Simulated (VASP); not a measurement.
Write the native input for VASP 6.6.1 that does the following.

```yaml
Task: band structure
Functional: PBEsol
Potentials_or_basis: VASP PAW PBE potentials, release 64 (Ga_d, P)
Cutoff: 520 eV
k_mesh: 8 × 8 × 8
Occupations: fermi-dirac, width 0.05 eV
Spin: no spin polarisation
Further_INCAR_settings: ALGO = Normal; EDIFF = 1e-07; NBANDS = 16
```

The structure of GaP lies in POSCAR:

```
GaP
1.0
    0.0000000000      2.7252500000      2.7252500000
    2.7252500000      0.0000000000      2.7252500000
    2.7252500000      2.7252500000      0.0000000000
Ga P
1 1
Direct
    0.0000000000      0.0000000000      0.0000000000
    0.7500000000      0.7500000000      0.7500000000
```

These files were run (other wordings do the same):

INCAR

```
SYSTEM = GaP
ALGO     = Normal         ! electronic algorithm
EDIFF    = 1E-7           ! SCF threshold, eV
ENCUT    = 520            ! plane-wave cutoff, eV
GGA      = PS             ! functional
ISIF     = 2              ! what is computed and relaxed
ISMEAR   = -1             ! smearing method
LASPH    = .True.         ! aspherical terms in the spheres
LCHARG   = .False.        ! write CHGCAR
LREAL    = .False.        ! projectors in reciprocal space
LWAVE    = .False.        ! write WAVECAR
NBANDS   = 16             ! bands
NELM     = 100            ! most SCF steps
PREC     = Accurate       ! precision mode
SIGMA    = 0.05           ! smearing width, eV
```

KPOINTS

```
k-points
0
Gamma
  8 8 8
  0 0 0
```

KPOINTS_OPT

```
path GXWKGLUWLK,UX
15
line-mode
reciprocal
 0.0000000000  0.0000000000  0.0000000000  G
 0.5000000000  0.0000000000  0.5000000000  X

 0.5000000000  0.0000000000  0.5000000000  X
 0.5000000000  0.2500000000  0.7500000000  W

 0.5000000000  0.2500000000  0.7500000000  W
 0.3750000000  0.3750000000  0.7500000000  K

 0.3750000000  0.3750000000  0.7500000000  K
 0.0000000000  0.0000000000  0.0000000000  G

 0.0000000000  0.0000000000  0.0000000000  G
 0.5000000000  0.5000000000  0.5000000000  L

 0.5000000000  0.5000000000  0.5000000000  L
 0.6250000000  0.2500000000  0.6250000000  U

 0.6250000000  0.2500000000  0.6250000000  U
 0.5000000000  0.2500000000  0.7500000000  W

 0.5000000000  0.2500000000  0.7500000000  W
 0.5000000000  0.5000000000  0.5000000000  L

 0.5000000000  0.5000000000  0.5000000000  L
 0.3750000000  0.3750000000  0.7500000000  K

 0.6250000000  0.2500000000  0.6250000000  U
 0.5000000000  0.0000000000  0.5000000000  X
```

Potentials or basis: VASP PAW PBE potentials, release 64 (Ga_d, P).

The run is started by

```bash
$ cat potpaw_PBE.64/Ga_d/POTCAR potpaw_PBE.64/P/POTCAR > POTCAR
$ mpirun -np 1 vasp_std > vasp.out
```

It gave:

| Item | Value |
| --- | --- |
| Pressure | -0.6 GPa |
| Band gap on the k mesh | 1.52 eV, indirect (least direct gap 1.75 eV) |
| Band gap along the path | 1.47 eV, indirect (least direct gap 1.75 eV) |

Caveat: the PAW data sets were made with another functional, which shifts forces and pressure a little.

Wall time 65 s on 1 thread of Intel(R) Xeon(R) Platinum 8488C (Sapphire Rapids), on a shared host, peak memory 0.18 GiB.
